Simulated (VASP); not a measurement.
# BAs (F-43m) in VASP: a series of runs

Runs on BAs. Level: PBE. Tasks: single point.

Everything below comes from runs of VASP 6.6.1. Logs are shortened: lines on timing, memory, paths and dates and some standing lists are left out, and cuts for length are marked.

## 1. The structure

The structure is cubic, space group F-43m (No. 216). The conventional cell has a = 4.777 Å, b = 4.777 Å, c = 4.777 Å, α = 90.00°, β = 90.00°, γ = 90.00°. As (site symmetry -43m) has 4 B at 2.07 Å as nearest neighbours. Around B (site symmetry -43m) lie 4 As at 2.07 Å.

## 2. Single point, PBE, spin-orbit coupling, no magnetisation

INCAR

```
SYSTEM = BAs
ALGO = Normal
EDIFF = 1E-7
ENCUT = 460
GGA = PE
GGA_COMPAT = .False.
ISIF = 2
ISMEAR = 0
LASPH = .True.
LCHARG = .False.
LNONCOLLINEAR = .True.
LORBIT = 11
LREAL = .False.
LSORBIT = .True.
LWAVE = .False.
MAGMOM = 0 0 0 0 0 0
NBANDS = 24
NELM = 100
PREC = Accurate
SIGMA = 0.02
```

KPOINTS

```
k-points
0
Gamma
  8 8 8
  0 0 0
```

POSCAR

```
BAs
1.0
    0.0000000000      2.3885000000      2.3885000000
    2.3885000000      0.0000000000      2.3885000000
    2.3885000000      2.3885000000      0.0000000000
As B
1 1
Direct
    0.7500000000      0.7500000000      0.7500000000
    0.0000000000      0.0000000000      0.0000000000
```

Potentials or basis: VASP PAW PBE potentials, release 64 (As, B).

Launch:

```sh
$ cat potpaw_PBE.64/As/POTCAR potpaw_PBE.64/B/POTCAR > POTCAR
$ mpirun -np 1 vasp_ncl > vasp.out
```

OUTCAR:

```text
SYSTEM = BAs
   EDIFF = 1E-7
   ENCUT = 460
   GGA = PE
   ISIF = 2
   ISMEAR = 0
   LASPH = .True.
   LNONCOLLINEAR = .True.
   LORBIT = 11
   LREAL = .False.
   LSORBIT = .True.
   NELM = 100
   PREC = Accurate

 Found     43 irreducible k-points:

 Following reciprocal coordinates:
            Coordinates               Weight
  0.000000  0.000000  0.000000      1.000000
  0.125000  0.000000  0.000000      4.000000
 -0.125000  0.000000  0.000000      4.000000
  0.250000  0.000000  0.000000      4.000000
 -0.250000  0.000000  0.000000      4.000000
  0.375000  0.000000  0.000000      4.000000
   k-points           NKPTS =     43   k-points in BZ     NKDIM =     43   number of bands    NBANDS=     24
   number of dos      NEDOS =    301   number of ions     NIONS =      2
   total plane-waves  NPLWV =  13824
   dimension x,y,z NGX =    24 NGY =   24 NGZ =   24
   dimension x,y,z NGXF=    48 NGYF=   48 NGZF=   48
   ions per type =               1   1
   NGX,Y,Z   is equivalent  to a cutoff of  11.81, 11.81, 11.81 a.u.
   NGXF,Y,Z  is equivalent  to a cutoff of  23.62, 23.62, 23.62 a.u.
 SYSTEM =  BAs
   PREC   = accura    normal or accurate (medium, high low for compatibility)
   ISTART =      0    job   : 0-new  1-cont  2-samecut
   ICHARG =      2    charge: 1-file 2-atom 10-const
   ISPIN  =      1    spin polarized calculation?
   LNONCOLLINEAR =      T non collinear calculations
   LSORBIT =      T    spin-orbit coupling
   LASPH  =      T    aspherical Exc in radial PAW
   ENCUT  =  460.0 eV  33.81 Ry    5.81 a.u.   5.91  5.91  5.91*2*pi/ulx,y,z
   NELM   =    100;   NELMIN=  2; NELMDL= -5     # of ELM steps
   EDIFF  = 0.1E-06   stopping-criterion for ELM
   LREAL  =      F    real-space projection
   EDIFFG = 0.1E-05   stopping-criterion for IOM
   NSW    =      0    number of steps for IOM
   IBRION =     -1    ionic relax: 0-MD 1-quasi-New 2-CG
   NFREE  =      0    steps in history (QN), initial steepest desc. (CG)
   ISIF   =      2    stress and relaxation
   ISYM   =      2    0-nonsym 1-usesym 2-fastsym
   POTIM  = 0.5000    time-step for ionic-motion
   TEBEG  =    0.0;   TEEND  =   0.0 temperature during run
   PSTRESS=    0.0 pullay stress
   NELECT =       8.0000    total number of electrons
   NUPDOWN=      -1.0000    fix difference up-down
   EMIN   =  10.00;   EMAX   =-10.00  energy-range for DOS
   EFERMI =   0.00;   METHOD = LEGACY
   ISMEAR =     0;   SIGMA  =   0.02  broadening in eV -4-tet -1-fermi 0-gaus
   EFERMI_NEDOS =   21; number of points for ismear=-14 and -15
   IALGO  =     38    algorithm
   IMIX   =      4    mixing-type and parameters
     AMIX     =   0.40;   BMIX     =  1.00
     AMIX_MAG =   1.60;   BMIX_MAG =  1.00
  volume/ion in A,a.u.               =      13.63        91.95
  Fermi-wavevector in a.u.,A,eV,Ry     =   1.088018  2.056057 16.106360  1.183784
  Thomas-Fermi vector in A             =   2.224191
   LORBIT       =     11    0 simple, 1 ext, 2 COOP (PROOUT), +10 PAW based schemes
   GGA     = PE    functional components
   LHFCALC =     F    Hartree Fock is set to
   AEXX    =    0.0000 exact exchange contribution
   IVDW    =     0    specifies the selected vdW correction
   LEPSILON=     F    determine dielectric tensor
   LRPA    =     F    only Hartree local field effects (RPA)
 Gauss-broadening in eV      SIGMA  =   0.02
  energy-cutoff  :      460.00
  volume of cell :       27.25
 maximum number of plane-waves:      1240
   NGX = 11   NGY = 11   NGZ = 11

 number of electron       7.9999999 magnetization      -0.0000000      0.0000000      0.0000000

 number of electron       7.9999999 magnetization      -0.0000000     -0.0000000     -0.0000000

 number of electron       7.9999999 magnetization      -0.0000000     -0.0000000      0.0000000

 number of electron       7.9999999 magnetization       0.0000000      0.0000000      0.0000000

 Free energy of the ion-electron system (eV)
  ---------------------------------------------------
  ext. energy  EPLUGINS =         0.00000000
  ---------------------------------------------------
  free energy    TOTEN  =       -11.41417326 eV

  energy without entropy =      -11.41417326  energy(sigma->0) =      -11.41417326

 E-fermi :   6.3757     XC(G=0): -10.5843

 val. band max:        6.1909197421   @ k =   0.0000   0.0000   0.0000
 cond. band min:       7.3153789277   @ k =   0.3750   0.3750   0.0000
 fundamental gap:      1.1244591856
 Fermi energy:         6.3756935926

 k-point     1 :       0.0000    0.0000    0.0000
  band No.  band energies     occupation
      1      -9.2742      1.00000
      2      -9.2742      1.00000
      3       5.9867      1.00000
      4       5.9867      1.00000
      5       6.1909      1.00000
      6       6.1909      1.00000
      7       6.1909      1.00000
      8       6.1909      1.00000
      9       9.2640      0.00000
     10       9.2640      0.00000
     11       9.4762      0.00000
     12       9.4762      0.00000
     13       9.4762      0.00000
     14       9.4762      0.00000
     15      10.8140      0.00000
     16      10.8140      0.00000
     17      15.7081      0.00000
     18      15.7081      0.00000
     19      19.0772      0.00000
     20      19.0772      0.00000

 k-point     2 :       0.1250    0.0000    0.0000
  band No.  band energies     occupation
      1      -9.0182      1.00000
      2      -9.0182      1.00000
      3       4.1542      1.00000
      4       4.1542      1.00000
      5       5.6224      1.00000
      6       5.6224      1.00000
      7       5.7532      1.00000
      8       5.7549      1.00000
      9       9.5109      0.00000
     10       9.5109      0.00000
     11       9.9200      0.00000
     12       9.9200      0.00000
     13      10.0494      0.00000
     14      10.0524      0.00000
     15      12.0891      0.00000
     16      12.0891      0.00000
     17      16.6572      0.00000
     18      16.6572      0.00000
     19      17.7268      0.00000
     20      17.7419      0.00000

 k-point     3 :      -0.1250    0.0000    0.0000
  band No.  band energies     occupation
      1      -9.0182      1.00000
      2      -9.0182      1.00000
      3       4.1542      1.00000
      4       4.1542      1.00000
      5       5.6224      1.00000
      6       5.6224      1.00000
      7       5.7532      1.00000
      8       5.7549      1.00000
      9       9.5109      0.00000
     10       9.5109      0.00000
     11       9.9200      0.00000
     12       9.9200      0.00000
     13      10.0494      0.00000
     14      10.0524      0.00000
     15      12.0891      0.00000
     16      12.0891      0.00000
     17      16.6572      0.00000
     18      16.6572      0.00000
     19      17.7268      0.00000
     20      17.7419      0.00000

 k-point     4 :       0.2500    0.0000    0.0000
  band No.  band energies     occupation
      1      -8.2728      1.00000
      2      -8.2728      1.00000
      3       1.1847      1.00000
      4       1.1847      1.00000
      5       4.9071      1.00000
      6       4.9071      1.00000
      7       5.0443      1.00000
      8       5.0463      1.00000
      9       9.1920      0.00000
     10       9.1920      0.00000
     11      10.7167      0.00000
     12      10.7167      0.00000
     13      10.8371      0.00000
     14      10.8424      0.00000
     15      14.0265      0.00000
     16      14.0265      0.00000
     17      17.3458      0.00000
     18      17.3458      0.00000
     19      17.3474      0.00000
     20      17.3794      0.00000

 k-point     5 :      -0.2500    0.0000    0.0000
  band No.  band energies     occupation
      1      -8.2728      1.00000
      2      -8.2728      1.00000
      3       1.1847      1.00000
      4       1.1847      1.00000
      5       4.9071      1.00000
      6       4.9071      1.00000
      7       5.0443      1.00000
      8       5.0463      1.00000
      9       9.1920      0.00000
     10       9.1920      0.00000
     11      10.7167      0.00000
     12      10.7167      0.00000
     13      10.8371      0.00000
     14      10.8424      0.00000
     15      14.0265      0.00000
     16      14.0265      0.00000
     17      17.3458      0.00000
     18      17.3458      0.00000
     19      17.3473      0.00000
     20      17.3794      0.00000

 k-point     6 :       0.3750    0.0000    0.0000
  band No.  band energies     occupation
      1      -7.1657      1.00000
      2      -7.1657      1.00000
      3      -1.3950      1.00000
      4      -1.3950      1.00000
      5       4.4058      1.00000
      6       4.4058      1.00000
      7       4.5466      1.00000
      8       4.5479      1.00000
      9       8.9156      0.00000
     10       8.9156      0.00000
     11      10.9094      0.00000
     12      10.9094      0.00000
     13      11.0014      0.00000
     14      11.0045      0.00000
     15      14.9536      0.00000
     16      14.9536      0.00000
     17      17.9450      0.00000
     18      17.9450      0.00000
     19      18.7868      0.00000
     20      18.7868      0.00000

 [... further k-points ...]

 [bands above 20 left out]

------------------------ aborting loop because EDIFF is reached ----------------------------------------

  FORCE on cell =-STRESS in cart. coord.  units (eV):
  Direction    XX          YY          ZZ          XY          YZ          ZX
  --------------------------------------------------------------------------------------
  -------------------------------------------------------------------------------------
  Total        0.5891517      0.5891517      0.5891517     -0.0000000     -0.0000000      0.0000000
  in kB       34.6363367     34.6363367     34.6363367     -0.0000000     -0.0000000      0.0000000
  external PRESSURE =      34.6363367 kB  Pullay stress =       0.0000000 kB

 VOLUME and BASIS-vectors are now :
 -----------------------------------------------------------------------------
  energy-cutoff  :      460.00
  volume of cell :       27.25
      direct lattice vectors                 reciprocal lattice vectors
     0.000000000  2.388500000  2.388500000    -0.209336404  0.209336404  0.209336404
     2.388500000  0.000000000  2.388500000     0.209336404 -0.209336404  0.209336404
     2.388500000  2.388500000  0.000000000     0.209336404  0.209336404 -0.209336404

 POSITION                                       TOTAL-FORCE (eV/Angst)
 -----------------------------------------------------------------------------------
      3.58275      3.58275      3.58275         0.000000      0.000000      0.000000
      0.00000      0.00000      0.00000        -0.000000     -0.000000     -0.000000
 -----------------------------------------------------------------------------------
    total drift:                               -0.000000     -0.000000     -0.000000

  FREE ENERGIE OF THE ION-ELECTRON SYSTEM (eV)
  ---------------------------------------------------
  free  energy   TOTEN  =       -11.4141732586 eV

  energy  without entropy=      -11.4141732586  energy(sigma->0) =      -11.41417326

 Spin-Orbit-Coupling matrix elements

 Ion:    1  E_soc:     -0.0212305
 l=   1
     0.0000000    -0.0035124    -0.0035124
    -0.0035124     0.0000000    -0.0035124
    -0.0035124    -0.0035124     0.0000000
 l=   2
     0.0000000    -0.0000132     0.0000000    -0.0000132    -0.0000128
    -0.0000132     0.0000000    -0.0000096    -0.0000132    -0.0000032
     0.0000000    -0.0000096     0.0000000    -0.0000096     0.0000000
    -0.0000132    -0.0000132    -0.0000096     0.0000000    -0.0000032
    -0.0000128    -0.0000032     0.0000000    -0.0000032     0.0000000
 l=   3
     0.0000000     0.0000000     0.0000000     0.0000000     0.0000000     0.0000000     0.0000000
     0.0000000     0.0000000     0.0000000     0.0000000     0.0000000     0.0000000     0.0000000
     0.0000000     0.0000000     0.0000000     0.0000000     0.0000000     0.0000000     0.0000000
     0.0000000     0.0000000     0.0000000     0.0000000     0.0000000     0.0000000     0.0000000
     0.0000000     0.0000000     0.0000000     0.0000000     0.0000000     0.0000000     0.0000000
     0.0000000     0.0000000     0.0000000     0.0000000     0.0000000     0.0000000     0.0000000
     0.0000000     0.0000000     0.0000000     0.0000000     0.0000000     0.0000000     0.0000000

 Ion:    2  E_soc:     -0.0000096
 l=   1
     0.0000000    -0.0000016    -0.0000016
    -0.0000016     0.0000000    -0.0000016
    -0.0000016    -0.0000016     0.0000000
 l=   2
     0.0000000     0.0000000     0.0000000     0.0000000     0.0000000
     0.0000000     0.0000000     0.0000000     0.0000000     0.0000000
     0.0000000     0.0000000     0.0000000     0.0000000     0.0000000
     0.0000000     0.0000000     0.0000000     0.0000000     0.0000000
     0.0000000     0.0000000     0.0000000     0.0000000     0.0000000
 l=   3
     0.0000000     0.0000000     0.0000000     0.0000000     0.0000000     0.0000000     0.0000000
     0.0000000     0.0000000     0.0000000     0.0000000     0.0000000     0.0000000     0.0000000
     0.0000000     0.0000000     0.0000000     0.0000000     0.0000000     0.0000000     0.0000000
     0.0000000     0.0000000     0.0000000     0.0000000     0.0000000     0.0000000     0.0000000
     0.0000000     0.0000000     0.0000000     0.0000000     0.0000000     0.0000000     0.0000000
     0.0000000     0.0000000     0.0000000     0.0000000     0.0000000     0.0000000     0.0000000
     0.0000000     0.0000000     0.0000000     0.0000000     0.0000000     0.0000000     0.0000000

 total charge

# of ion       s       p       d       tot
------------------------------------------
    1        1.172   1.664   0.089   2.924
    2        0.659   1.180   0.000   1.839
--------------------------------------------------
tot          1.832   2.844   0.089   4.764

 magnetization (x)

# of ion       s       p       d       tot
------------------------------------------
    1        0.000   0.000   0.000   0.000
    2       -0.000   0.000   0.000  -0.000
--------------------------------------------------
tot         -0.000   0.000   0.000  -0.000

 magnetization (y)

# of ion       s       p       d       tot
------------------------------------------
    1       -0.000  -0.000   0.000  -0.000
    2       -0.000   0.000   0.000  -0.000
--------------------------------------------------
tot         -0.000  -0.000   0.000  -0.000

 magnetization (z)

# of ion       s       p       d       tot
------------------------------------------
    1       -0.000   0.000   0.000   0.000
    2       -0.000  -0.000   0.000  -0.000
--------------------------------------------------
tot         -0.000   0.000   0.000  -0.000
```

Wall time 65 s (1 thread of Intel Xeon Platinum 8259CL at 2.50GHz (Skylake/Cascade Lake), shared host); peak memory 0.21 GiB.

These settings aren't checked as converged: the numbers below hold their error.

What came out:

```yaml
Free_energy: -11.4142 eV
Pressure: 3.5 GPa
Valence_electrons_inside_the_program's_atomic_spheres: As 2.92; B 1.84
```

## 3. Single point, PBE, spin-orbit coupling, no magnetisation

Edit INCAR of step 2 so:

```diff
@@ -3,3 +3,3 @@
 EDIFF = 1E-7
-ENCUT = 460
+ENCUT = 520
 GGA = PE
```

KPOINTS is that of step 2.

POSCAR is that of step 2.

Potentials or basis: VASP PAW PBE potentials, release 64 (As, B).

Launch:

```sh
$ cat potpaw_PBE.64/As/POTCAR potpaw_PBE.64/B/POTCAR > POTCAR
$ mpirun -np 1 vasp_ncl > vasp.out
```

It took 1.8 min on 1 thread of Intel Xeon Platinum 8259CL at 2.50GHz (Skylake/Cascade Lake), shared host; peak memory 0.26 GiB.

The run converged, but some of its settings lie outside the range that counts as converged, so its numbers aren't taken as properties of the crystal.

Results:

* Free energy: -11.4148 eV
* Pressure: 3.5 GPa
* Valence electrons inside the program's atomic spheres: As 2.92; B 1.84

## 4. Single point, PBE

INCAR

```
  PREC = Accurate
  ENCUT = 520
  EDIFF = 1E-6
  ISMEAR = 0
  SIGMA = 0.02
  LREAL = False
  LASPH = True
  NELM = 60
  ALGO = Normal
  ISIF = 2
  LWAVE = False
  LCHARG = True
  GGA = PE
  LELF = True
  LVHAR = True
```

KPOINTS

```
Automatic mesh
0
Gamma
  10 10 10
```

POSCAR is that of step 3.

Launch:

```sh
$ cat potpaw_PBE.64/As/POTCAR potpaw_PBE.64/B/POTCAR > POTCAR
$ mpirun -np 1 vasp_std > vasp.out
```

It took 16 s on 1 thread of AMD EPYC 7R43 (Zen 3), shared host; peak memory 0.12 GiB.

Results (log left out):

| Property | Result |
| --- | --- |
| Free energy | -11.4064 eV |
| Pressure | 3.4 GPa |
| Band gap on the k mesh | 1.18 eV, indirect (least direct gap 3.28 eV) |

Levels at points of the mesh, in eV from the valence-band top:
```csv
k point,band 1,band 2,band 3,band 4,band 5,band 6,band 7,band 8
"(0.00, 0.00, 0.00)",-15.40,0.00,0.00,0.00,3.28,3.28,3.28,4.69
"(0.50, 0.00, 0.00)",-12.53,-8.79,-1.82,-1.82,2.69,4.78,4.78,8.86
"(0.50, 0.50, 0.00)",-11.21,-8.53,-4.08,-4.08,1.43,1.44,11.37,11.37
```

## 5. The reference run

An earlier run on the cell as given: functional PBE; potentials or basis VASP PAW PBE potentials, release 64 (As, B); cutoff 520 eV; k mesh 10 × 10 × 10; occupations fermi-dirac, width 0.05 eV; no spin polarisation.

* Pressure: 3.4 GPa
* Band gap on the k mesh: 1.18 eV, indirect (least direct gap 3.28 eV)
